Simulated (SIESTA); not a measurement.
**InAs under changes of volume**

One of the cells (28.039 Å³/atom); the others are scaled copies at fixed shape and fractional positions:

```xyz
2
Lattice="0.0000 3.0380 3.0380 3.0380 0.0000 3.0380 3.0380 3.0380 0.0000" Properties=species:S:1:pos:R:3 pbc="T T T"
In    0.0000    0.0000    0.0000
As    4.5570    4.5570    4.5570
```

| Item | Value |
| --- | --- |
| Program | SIESTA 5.4.2 |
| Functional | PBE |
| Potentials or basis | PseudoDojo 0.4 standard (PBE files) |
| Basis | DZP (energy shift 0.002 Ry) |
| Grid cutoff | 500 Ry |
| Energy shift | 0.002 Ry |
| k mesh | 8 × 8 × 8 |
| Occupations | fermi-dirac, width 0.05 eV |
| Spin | no spin polarisation |

```csv
volume (Å³/atom),energy over the lowest point (meV/atom),pressure (GPa)
25.840,?,?
26.389,77.80,8.4
26.939,52.11,6.6
28.039,16.89,3.7
28.588,6.35,2.4
29.138,0.00,1.3
```

Task: What does the run at 25.840 Å³/atom give?

Result: Energy over the lowest point 110.10 meV/atom; pressure 10.4 GPa.

Worked out: A Birch-Murnaghan fit of order 3 (a polynomial in V^(-2/3)) to the other rows has its minimum at 29.82 Å³/atom, just outside them, with B0 = V·E''(V) = 53 GPa and B' = 4.1. It gives 109.52 meV/atom at 25.840 Å³/atom, against the run's 110.10, and -dE/dV = 10.2 GPa, against 10.4.

Energies are extrapolated to zero smearing.

Caveats: semicore shells carry a single zeta, which can move pressures by several GPa and volumes by a few percent; the basis of atomic orbitals isn't converged, which shifts pressures, moduli and gaps.
